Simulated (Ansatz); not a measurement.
# The 1T-CrSTe bilayer (AA) between two gates

How do the bands of the 1T-CrSTe bilayer (AA) follow a displacement field between two gates?

Calculated with Ansatz 0.2.0; plane-wave DFT, PBE-D3(BJ), Ansatz PAW.

## Step 1: The starting structure

The cell holds 6 atoms: 2 Te, 2 Cr and 2 S. Cell: a = 3.365 Å, b = 3.365 Å, c = 49.597 Å, α = 90.0°, β = 90.0°, γ = 120.0°. Regions: layer 1: 1T-CrSTe, 3 atoms (1 Te, 1 Cr and 1 S); layer 2: 1T-CrSTe, 3 atoms (1 Te, 1 Cr and 1 S). Vacuum lies along c.

Structure file:

```cif
data_structure
_symmetry_space_group_name_H-M 'P 1'
_symmetry_Int_Tables_number 1
_cell_length_a 3.3650
_cell_length_b 3.3650
_cell_length_c 49.5972
_cell_angle_alpha 90.000
_cell_angle_beta 90.000
_cell_angle_gamma 120.000
_cell_volume 486.36
loop_
_atom_site_label
_atom_site_type_symbol
_atom_site_fract_x
_atom_site_fract_y
_atom_site_fract_z
_atom_site_occupancy
Te1 Te 0.66667 0.33333 0.40627 1
Cr2 Cr 0.00000 0.00000 0.44264 1
S3 S 0.33333 0.66667 0.46824 1
Te4 Te 0.66667 0.33333 0.53176 1
Cr5 Cr 0.00000 0.00000 0.56812 1
S6 S 0.33333 0.66667 0.59373 1
```

## Step 2: Relaxing the slab

The starting cell is a guess, so the in-plane lattice and the atoms are relaxed first, with the slab cut off from its images along the normal.

The input, input.yaml:

```yaml
crystal:
  lattice:
    - [3.365, 0.0, 0.0]
    - [-1.6825, 2.9141754837, 0.0]
    - [0.0, 0.0, 49.597222188]
  atoms:
    - { symbol: Te, position: [0.6666666667, 0.3333333333, 0.406272753] }
    - { symbol: Cr, position: [0.0, 0.0, 0.4426400387], spin: 3.0 }
    - { symbol: S, position: [0.3333333333, 0.6666666667, 0.4682441893] }
    - { symbol: Te, position: [0.6666666667, 0.3333333333, 0.5317558107] }
    - { symbol: Cr, position: [0.0, 0.0, 0.5681230964], spin: 3.0 }
    - { symbol: S, position: [0.3333333333, 0.6666666667, 0.593727247] }
  periodic: [true, true, false]
magnetization:
  spin_polarized: true
kpoints:
  mp_grid: { grid: [12, 12, 1] }
hamiltonian:
  xc: pbe
  dispersion: d3bj
scf:
  occupations: { method: fermi_dirac, width: 0.05 }
  convergence: { dr2_threshold: 1.0e-09 }
relax:
  f_tol: 0.004
  max_steps: 90
  cell: {}
output:
  write_potential: true
  write_density: true
  volumetric_format: npy
```

Launch:

```sh
ansatz run input.yaml --threads 4 --pin off --max-ram 12288MiB --backend cpu --events-out ev --progress --plain --runs-dir out
```

Numbers of over 12 decimals in the logs are rounded to 6 here.

What it wrote:

```text
Warning: relax.cell: scf.convergence.dr2_threshold = 1e-9 eV is looser than the 1.61124527082e-10 eV advised for a relaxation that steers and ends on the stress (1e-10 eV for each atom of the cell: 6, times the square of relax.cell.stress_2d_tol = 0.05 N/m over 19.3 Å (the atoms' height at the walk's start and 5 Å past either face), 2.591e-2 GPa, over a crystal's default 0.05). What an SCF threshold leaves in a stress goes as its square root, and in the free energy as the threshold itself, and one threshold admits the most on a small cell: [figures from the program's tests cut] Set scf.convergence.dr2_threshold to 1.61124527082e-10 eV or tighter. [rest of the remark cut]
Engine: ansatz 0.2.0, aarch64-unknown-linux-gnu
Pseudopotentials: kind: paw
Pseudopotential: Te, paw, valence charge 16, recommended cutoff 420 eV (normal), Te.paw.azcp
Pseudopotential: Cr, paw, valence charge 14, recommended cutoff 420 eV (normal), Cr.paw.azcp
Pseudopotential: S, paw, valence charge 6, recommended cutoff 420 eV (normal), S.paw.azcp
Functional definition: PBE
  parameter kappa = 0.804
  parameter beta = 0.066725
  exchange = pbe_x(kappa = kappa, mu = beta*pi^2/3)
  correlation = pbe_c(beta = beta)
Crystal: 6 atoms, lattice volume = 486.360 Å³
Basis set: ecut = 420 eV, 9597 PW (Γ), exchange–correlation on 48×48×720 points (8 copies of the dense FFT grid, shifted against one another)
Bands: 47, of which v1, the nominal top of the filled ones, is band 36 counted from 1 (35 counted from 0)
Symmetry: 6 space group operations
Space group: P3m1 (ITA 156), of the structure as read, at distance tolerance 7.9e-5 Å
Magnetic group: BNS 156.49 (UNI 1279), of the structure as read, at distance tolerance 7.9e-5 Å
k-points: 19 of 144 (time reversal used)
Non-local potential: Te, projectors of the file, l = 0: 2, l = 1: 2, l = 2: 2, l = 3: 2
Non-local potential: Cr, projectors of the file, l = 0: 3, l = 1: 2, l = 2: 3, l = 3: 1
Non-local potential: S, projectors of the file, l = 0: 2, l = 1: 2, l = 2: 2
PAW form: soft (Blöchl's): semilocal exchange-correlation on the pseudo side does not see the compensation charge
PAW one-centre angular grid: Te, 590 points (default); XC on 64 Gauss nodes
PAW one-centre angular grid: Cr, 590 points (default); XC on 64 Gauss nodes
PAW one-centre angular grid: S, 110 points (default); XC on 64 Gauss nodes
Initial density: superposition of atomic densities (neutral atoms: chi_scale 0, normalization atom)
Starting moments: Σ|m| = 6 μB on 2 of 6 sites
Initial wavefunctions: pseudopotential atomic-orbital guess
Functional: x = pbe(κ = 0.804, μ = 0.219515), c = pbe(β = 0.066725)
SCF iter   1: F=—  HF=-22526.532645 eV  |F-HF|=—  |Δ(HF+E_count)|=         —  Δρ=2.95e-2 (↑2.95e-2 ↓1.94e-2)  dr2=1.41e1  dr2_m=3.35e-1  M=4.696 μB ∫|m|=5.472 μB  β_m=0.30  ethr=3.10e-3  ⟨swp⟩=19.8  Hψ=13454  notcnv=0  defer=9
Mixer restart at iter 1: flushing history
preconditioner: auto → LDOS  [metal: Δε(μ)=0.029 eV  Ē_g=8.477 eV  σ=0.050 eV  W_gap=0.15  n_scr=30 (ndim 8)  ℏωp=10.1 eV  f_vac=0.731  D(μ)=3.88/eV (n_scr^D=18)]
spin=Collinear: LDOS preconditioning applied to the charge; magnetization (m = ρ↑ − ρ↓) channel mixes plain (no charge-response kernel on spin).
SCF iter   2: F=—  HF=-22524.354893 eV  |F-HF|=—  |Δ(HF+E_count)|=    2.18e0  Δρ=1.42e-2 (↑1.42e-2 ↓1.26e-2)  dr2=4.63e0  dr2_m=1.14e-1  M=4.726 μB ∫|m|=5.611 μB  β_m=0.44  ethr=3.10e-3  ⟨swp⟩=4.0  Hψ=4378  notcnv=0  defer=115
SCF iter   3: F=—  HF=-22523.747583 eV  |F-HF|=—  |Δ(HF+E_count)|=   6.07e-1  Δρ=4.25e-3 (↑2.90e-3 ↓4.25e-3)  dr2=1.21e-1  dr2_m=3.07e-2  M=4.709 μB ∫|m|=5.710 μB  β_m=0.51  ethr=3.10e-3  ⟨swp⟩=3.4  Hψ=3471  notcnv=0  defer=115
SCF iter   4: F=—  HF=-22523.762792 eV  |F-HF|=—  |Δ(HF+E_count)|=         —  Δρ=1.76e-3 (↑1.76e-3 ↓1.59e-3)  dr2=6.99e-3  dr2_m=9.57e-3  M=4.709 μB ∫|m|=5.761 μB  β_m=0.51  ethr=1.68e-4  ⟨swp⟩=3.6  Hψ=4236  notcnv=0  defer=112
SCF iter   5: F=—  HF=-22523.770644 eV  |F-HF|=—  |Δ(HF+E_count)|=   7.85e-3  Δρ=8.30e-4 (↑7.67e-4 ↓8.30e-4)  dr2=1.33e-3  dr2_m=2.45e-3  M=4.708 μB ∫|m|=5.769 μB  β_m=0.70  ethr=9.70e-6  ⟨swp⟩=3.1  Hψ=3922  notcnv=0  defer=112
SCF iter   6: F=—  HF=-22523.773720 eV  |F-HF|=—  |Δ(HF+E_count)|=   3.08e-3  Δρ=2.13e-4 (↑2.13e-4 ↓9.37e-5)  dr2=2.53e-4  dr2_m=8.85e-5  M=4.710 μB ∫|m|=5.780 μB  β_m=0.78  ethr=1.85e-6  ⟨swp⟩=3.1  Hψ=3793  notcnv=0  defer=112
SCF iter   7: F=—  HF=-22523.773682 eV  |F-HF|=—  |Δ(HF+E_count)|=   3.78e-5  Δρ=6.57e-5 (↑6.57e-5 ↓4.41e-5)  dr2=7.90e-5  dr2_m=2.32e-6  M=4.709 μB ∫|m|=5.777 μB  β_m=0.65  ethr=3.51e-7  ⟨swp⟩=3.7  Hψ=4018  notcnv=0  defer=112
SCF iter   8: F=—  HF=-22523.773668 eV  |F-HF|=—  |Δ(HF+E_count)|=   1.43e-5  Δρ=2.11e-5 (↑2.11e-5 ↓1.09e-5)  dr2=6.09e-6  dr2_m=6.97e-7  M=4.709 μB ∫|m|=5.777 μB  β_m=0.60  ethr=1.10e-7  ⟨swp⟩=3.3  Hψ=3817  notcnv=0  defer=112
SCF iter   9: F=—  HF=-22527.976167 eV  |F-HF|=—  |Δ(HF+E_count)|=         —  Δρ=6.60e-2 (↑6.60e-2 ↓6.21e-2)  dr2=7.98e-2  dr2_m=1.83e1  M=0.420 μB ∫|m|=4.947 μB  β_m=1.00  ethr=8.46e-9  ⟨swp⟩=3.3  Hψ=3284  notcnv=0  defer=112
Mixer restart at iter 9: flushing history
SCF iter  10: F=—  HF=-22523.887339 eV  |F-HF|=—  |Δ(HF+E_count)|=    4.09e0  Δρ=1.52e-2 (↑6.80e-3 ↓1.52e-2)  dr2=4.11e-1  dr2_m=5.25e-1  M=-0.002 μB ∫|m|=5.660 μB  β_m=0.60  ethr=6.94e-5  ⟨swp⟩=4.9  Hψ=4987  notcnv=0  defer=112
SCF iter  11: F=—  HF=-22523.765822 eV  |F-HF|=—  |Δ(HF+E_count)|=   1.22e-1  Δρ=4.00e-3 (↑4.00e-3 ↓2.62e-3)  dr2=3.69e-2  dr2_m=4.58e-2  M=0.067 μB ∫|m|=5.639 μB  β_m=0.66  ethr=6.94e-5  ⟨swp⟩=4.2  Hψ=4874  notcnv=0  defer=115
SCF iter  12: F=—  HF=-22523.775722 eV  |F-HF|=—  |Δ(HF+E_count)|=   9.90e-3  Δρ=3.28e-3 (↑1.26e-3 ↓3.28e-3)  dr2=3.30e-2  dr2_m=2.10e-2  M=0.046 μB ∫|m|=5.746 μB  β_m=0.63  ethr=5.12e-5  ⟨swp⟩=3.2  Hψ=4326  notcnv=0  defer=114
SCF iter  13: F=—  HF=-22523.764522 eV  |F-HF|=—  |Δ(HF+E_count)|=   1.12e-2  Δρ=2.82e-4 (↑2.42e-4 ↓2.82e-4)  dr2=1.10e-3  dr2_m=2.37e-4  M=0.060 μB ∫|m|=5.751 μB  β_m=0.58  ethr=4.58e-5  ⟨swp⟩=2.9  Hψ=4001  notcnv=0  defer=115
SCF iter  14: F=—  HF=-22523.764287 eV  |F-HF|=—  |Δ(HF+E_count)|=   2.35e-4  Δρ=8.08e-5 (↑8.08e-5 ↓7.63e-5)  dr2=3.50e-5  dr2_m=2.57e-5  M=0.063 μB ∫|m|=5.757 μB  β_m=0.77  ethr=1.53e-6  ⟨swp⟩=3.5  Hψ=3585  notcnv=0  defer=115
SCF iter  15: F=—  HF=-22523.764299 eV  |F-HF|=—  |Δ(HF+E_count)|=         —  Δρ=2.76e-5 (↑2.76e-5 ↓2.32e-5)  dr2=5.72e-6  dr2_m=1.95e-6  M=0.062 μB ∫|m|=5.759 μB  ethr=4.86e-8  ⟨swp⟩=3.6  Hψ=3640  notcnv=0  defer=115
Mixer restart at iter 15: flushing history
[...]
SCF iter  12: F=—  HF=-22524.397609 eV  |F-HF|=—  |Δ(HF+E_count)|=   3.92e-6  Δρ=4.51e-7 (↑4.51e-7 ↓2.78e-7)  dr2=1.09e-9  dr2_m=2.87e-10  M=4.758 μB ∫|m|=6.008 μB  β_m=0.73  ethr=7.67e-12  ⟨swp⟩=3.8  Hψ=3694  notcnv=0  defer=37
SCF iter  13: F=—  HF=-22524.397609 eV  |F-HF|=—  |Δ(HF+E_count)|=   9.93e-7  Δρ=1.28e-7 (↑1.28e-7 ↓4.84e-8)  dr2=9.00e-11  dr2_m=2.33e-11  M=4.758 μB ∫|m|=6.008 μB  β_m=0.69  ethr=1.51e-12  ⟨swp⟩=3.7  Hψ=3740  notcnv=0  defer=40
iter 14 met the thresholds in force, and the SCF goes on: an eigenvalue changes by 3.33 meV, over its tolerance of 0.06 meV (output.eigenvalues, Limitations)
SCF iter  14: F=-22524.397610 eV  HF=-22524.397610 eV  |F-HF|=6.97e-9  |Δ(HF+E_count)|=   5.36e-8  Δρ=7.03e-8 (↑7.03e-8 ↓5.13e-8)  dr2=1.88e-10  dr2_m=1.67e-12  M=4.758 μB ∫|m|=6.008 μB  β_m=0.68  ethr=1.00e-12  ⟨swp⟩=20.7  Hψ=15224  notcnv=0
iter 15 met the thresholds in force, and the SCF goes on: an eigenvalue changes by 0.78 meV, over its tolerance of 0.05 meV (output.eigenvalues, Limitations)
SCF iter  15: F=-22524.397610 eV  HF=-22524.397610 eV  |F-HF|=2.87e-10  |Δ(HF+E_count)|=   7.01e-9  Δρ=1.93e-8 (↑1.93e-8 ↓1.18e-8)  dr2=6.59e-12  dr2_m=2.62e-13  M=4.758 μB ∫|m|=6.008 μB  β_m=1.00  ethr=1.00e-12  ⟨swp⟩=8.2  Hψ=8783  notcnv=0
Mixer restart at iter 15: flushing history
SCF iter  16: F=-22524.397610 eV  HF=-22524.397610 eV  |F-HF|=2.47e-9  |Δ(HF+E_count)|=  4.73e-10  Δρ=1.64e-7 (↑1.64e-7 ↓4.87e-8)  dr2=2.45e-9  dr2_m=1.82e-11  M=4.758 μB ∫|m|=6.008 μB  β_m=1.00  ethr=1.00e-12  ⟨swp⟩=1.0  Hψ=1786  notcnv=0  κ⁻¹=1.0e0(r=1)
SCF iter  17: F=-22524.397610 eV  HF=-22524.397610 eV  |F-HF|=2.91e-11  |Δ(HF+E_count)|=  7.28e-12  Δρ=5.30e-8 (↑5.30e-8 ↓3.26e-8)  dr2=7.24e-11  dr2_m=5.57e-13  M=4.758 μB ∫|m|=6.008 μB  ethr=1.00e-12  ⟨swp⟩=7.7  Hψ=8835  notcnv=0
WARN: dispersion: an atom stands within reach of a switch of its C6 between two reference coordination numbers of its element: through that C6 alone, e_disp changes by 0.025 eV or more while the distances to its neighbours run over a stretch of 0.05 Å that contains this geometry (sites counted from 0 in the run's list of atoms or, in a supercell that it derives, in that cell's: here a list of 6) — site 1 (Cr): coordination number 6.149 (about 5.92 to 6.38 with every neighbour 0.05 Å farther or nearer), switch near 6.223 between the references 1.827 (weight 0.99) and 10.619 (weight 0.01), e_disp changing by some 0.22 eV; [rest of the remark cut]
SCF 17 converged in 17 iterations: F = -22524.397610 eV  dr2 = 7.24e-11
relax step  17: F+E_penalty+E_count = -22524.39760956 eV  Δ(F+E_penalty+E_count) = -1.789e-3 eV  max|allowed force component| = 1.667e-4 eV/Å  Δτ_max = 0.0000 Å  P = +0.031 N/m  Ω = 511.690 Å³  fix = [c, alpha, beta]  reactions: c +0.000 N/m  stress off target by 3.08e-2 N/m on what of the cell is left free  SCF on the basis re-selected at this cell (its energy is not comparable with the rows above)  (17 SCF iters)
basis re-selected at this cell: Δ(F+E_penalty+E_count) = -1.789e-3 eV, ΔP = +0.031 N/m vs the last step (what re-selecting the basis moved, of the pressure what is left beyond the Pulay correction that the steps carried, after the strain that the cell walked since its last selection, with what the two solves' SCF thresholds leave and, on support functions, any second-order correction that the steps lacked; it is no m [...]
WARN: The output density's exchange-correlation potential varies sharply where the density is thin. Do not read a vacuum level from v_tot or v_xc, or from such a field of the output density. On a cell that repeats whose density bears no net charge and no dipole along the vacuum's axis use v_es (v_loc + v_h of the components); under efield.dipole_correction with no amplitude use v_es + v_field, which holds any externa [...]
dispersion: the relaxed geometry stands within reach of a switch of an atom's C6, across which e_disp changes (each atom's share, over what another start of this relaxation can change, by strains that relax.cell.fix and crystal.periodic leave, which move a neighbour at the mean distance by 0.05 Å at the most, and each atom moved with its periodic images by 0.025 Å at the most, and none along a coordinate that relax.c [...]
SCF converged after 17 iterations
an eigenvalue changed by more than its tolerance at an iteration that met the thresholds in force, so the SCF went on 2 times, its first undamped step at iteration 15: the last check found none over its tolerance
Magnetization: 4.7584 μB (38.3792 up, 33.6208 down)
Absolute magnetization: 6.0098 μB (∫|ρ↑−ρ↓|, with the PAW one-centre terms)
Spin contamination: 0.3672 ħ² per cell (⟨S²⟩ above its minimum at these occupations)
Per-site moments (μB) at R_I (Å): [(-0.111856, 1.138882), (2.320768, 0.947903), (-0.082023, 0.947903), (-0.135375, 1.136522), (2.289105, 0.948171), (-0.083092, 0.948171)]
Free energy (F): -22524.397610 eV
Harris-Foulkes:  -22524.397610 eV  (|F-HF|=2.91e-11)
Internal energy: -22524.375208 eV  (E = F + TS)
E sigma→0 (E₀):  -22524.386409 eV
Entropy (-TS):   -0.022401 eV (-3.734 meV/atom)
Fermi energy:    -5.135279 eV
--- Per-component energies (eV) ---
  E_band       = -2075.826505
  E_kinetic    = 1260.288653
  E_local      = -399172.334017  (includes V_loc(G=0)·N_el)
  E_nonlocal   = -399.941884
  E_hartree    = 199114.211348
  E_xc         = -721.119925
  E_vxc        = -737.977841  (∫ρ·V_xc dr)
  E_paw        = -12919.659614  (= ΣΔE_a)
  E_vpaw       = -1254.285201  (= ΣTr[D̂ρ^β])
  E_aug_tail   = 0.000369  (compensation charges beyond the density's cutoff)
  E_ewald      = 190316.643522
  E_disp       = -2.463660  (pairwise vdW)
  E_smearing   = -0.022401  (= −TS)
  E_closure    = 0.000000  (closes the sum)
  Σ components = -22524.397610   (vs F -22524.397610, Δ=0.00e0)
--- Forces (eV/Å), atoms counted from 1 ---
  atom   1  Te    -0.00000000     0.00000000    -0.00007089
  atom   2  Cr    -0.00000000     0.00000000     0.00016688
  atom   3  S     -0.00000000     0.00000000    -0.00010014
  atom   4  Te    -0.00000000     0.00000000     0.00006348
  atom   5  Cr    -0.00000000     0.00000000    -0.00009622
  atom   6  S     -0.00000000     0.00000000     0.00003801
  max |Σ_I F_I| component: 1.12e-6 eV/Å
--- 2D stress c σ (N/m, compression-positive) ---
        0.030774       0.000000      -0.000000
       -0.000000       0.030774      -0.000000
       -0.000000      -0.000000       0.000000
  P = ½ c Tr σ = 0.0308 N/m
--- Band table (eV; the first three rows and the last of 38) ---
  k-point 0 ↑: bands = [... 32 lower, -6.4756, -6.4756, -5.1724, -4.7462, -3.8755, -3.8755, -3.7089, -3.7089, ... 7 higher]
  k-point 1 ↑: bands = [... 32 lower, -6.5372, -6.5163, -5.3333, -4.9643, -4.0320, -3.9428, -3.9399, -3.7644, ... 7 higher]
  k-point 2 ↑: bands = [... 32 lower, -6.6568, -6.5994, -5.7509, -5.4926, -4.5533, -4.4032, -4.1641, -3.9740, ... 7 higher]
  k-point 18 ↓: bands = [... 32 lower, -7.1576, -7.1404, -3.7387, -3.5805, -3.5799, -3.5634, -3.4990, -3.4876, ... 7 higher]
  the weakly bound empty levels are not read free of the cell's end (no_gap_told)
--- Relaxed structure (16 steps of the walk, 13 accepted, 1 SCFs on fresh bases) ---
  F+E_penalty+E_count = -22524.39760956 eV   max|allowed force component| = 1.667e-4 eV/Å   (the final SCF, on the basis selected at the relaxed cell)
  cell:  # Å, volume = 511.6898 Å³
    - [3.451512, 3.2015932633968286e-18, 0]
    - [-1.725756, 2.989097, 0]
    - [0, 0, 49.597222188]
  atoms:
    - { symbol: Te, position: [0.666667, 0.333333, 0.407779] }
    - { symbol: Cr, position: [6.002415417752254e-18, 0, 0.446308] }
    - { symbol: S, position: [0.333333, 0.666667, 0.469381] }
    - { symbol: Te, position: [0.666667, 0.333333, 0.529157] }
    - { symbol: Cr, position: [-9.88095083495981e-19, 0, 0.567519] }
    - { symbol: S, position: [0.333333, 0.666667, 0.590619] }
```

Elapsed: 6.9 min, on 4 threads of Arm Neoverse V2, shared host; peak memory 1.7 GiB.

Relaxation path:

```csv
step,energy less that of the first step (eV),largest force component (eV/Å),volume (Å³)
1,0.0000,1.3805,486.36
2,-0.5793,0.5018,507.96
3,-0.6103,1.0374,508.14
4,-0.5465,0.2979,524.69
5,-0.6101,0.2456,516.51
6,-0.6159,0.2150,515.16
7,-0.6196,0.2337,511.90
8,-0.6176,0.1395,514.34
9,-0.6200,0.0727,514.70
10,-0.6216,0.0234,513.22
11,-0.6221,0.0459,511.71
12,-0.6221,0.0164,511.92
13,-0.6221,0.0090,511.81
14,-0.6221,0.0040,511.76
15,-0.6222,0.0058,511.66
16,-0.6222,0.0002,511.69
17*,-0.6239,0.0002,511.69
```

Relaxation steps marked * repeat the geometry before them on a plane-wave basis chosen anew for their cell, so energy and pressure can jump there. Relaxation steps 4, 8, 15 were tried and not accepted.

The run keeps the 6 symmetry operations that it works with, so distortions that break them were not tested.

```csv
cell as run,before,after,change
a (Å),3.365,3.452,+2.6 %
b (Å),3.365,3.452,+2.6 %
```

The atoms that moved most (Å, along periodic axes as changes of fractional coordinates times the final cell, across vacuum about the mean position):

```csv
atom,dx,dy,dz,length
Cr2,0.000,0.000,0.182,0.182
S6,0.000,0.000,-0.154,0.154
Te4,0.000,0.000,-0.129,0.129
Te1,0.000,0.000,0.075,0.075
S3,0.000,0.000,0.056,0.056
Cr5,0.000,0.000,-0.030,0.030
```

The relaxed structure:

```xyz
6
Lattice="3.4515 0.0000 0.0000 -1.7258 2.9891 0.0000 0.0000 0.0000 49.5972" Properties=species:S:1:pos:R:3
Te    1.7258    0.9964   20.2247
Cr    0.0000    0.0000   22.1356
S     0.0000    1.9927   23.2800
Te    1.7258    0.9964   26.2447
Cr    0.0000    0.0000   28.1474
S     0.0000    1.9927   29.2931
```

This step gave:

| Item | Value |
| --- | --- |
| energy at zero smearing | -22524.3864 eV |
| total moment | 4.758 μB |
| site moments | -0.1119, 2.321, -0.08202, -0.1354, 2.289, -0.08309 μB |

Site moment by atom:

```csv
atom,site moment (μB)
Te1,-0.11
Cr2,2.32
S3,-0.08
Te4,-0.14
Cr5,2.29
S6,-0.08
```

The lattice constant a goes from 3.365 to 3.452 Å.

[end of part 1 of 3]

[Logs are printed without paths, hosts, clocks, repeated set-up lines and the standing remarks that a program may print on its own settings, such as how far it seeks lower states.]

[Hosts, paths, dates, database ids (printed as entryN), source tags and the programs' standing remarks are cut or masked in the printed files.]

[Maps of the electrostatic potential energy from Ansatz leave out the sawtooth potential of an applied field or a dipole correction, so their vacuum need not be flat; planar profiles and work functions include it.]
